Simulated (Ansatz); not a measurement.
B: rattling a relaxed structure

Method: DFT PBEsol, scalar-relativistic, plane waves, PAW in Ansatz 0.2.0. Cutoff 420 eV; k points 18×18×14 on the computed 4-atom cell (Γ-centred); Gaussian smearing, width 0.10 eV; no spin polarisation.

The cell below (4 atoms, Cmce (No. 64)) is relaxed within its symmetry. It is a trial structure, and others of B can lie lower.

```
CELL_PARAMETERS angstrom
1.46325 -2.65301 0.00000
1.46325 2.65301 0.00000
0.00000 0.00000 3.24784
ATOMIC_POSITIONS crystal
B 0.65610 0.34390 0.58983
B 0.15610 0.84390 0.91017
B 0.34390 0.65610 0.41017
B 0.84390 0.15610 0.08983
```

For the test a repeat of it with 8 atoms was strained at random by about 1.5 %, the atoms were moved at random (σ = 0.10 Å), and all was relaxed without symmetry on a coarse k mesh with 0.1 eV smearing.

The k mesh leaves about 4 meV/atom of noise in metals.

(1) Is the structure stable against such a distortion?

Results:

(1) It returns to Cmce (No. 64), within 1 meV/atom of the start's energy. No instability shows in this cell, though one random start can't exclude a very soft mode.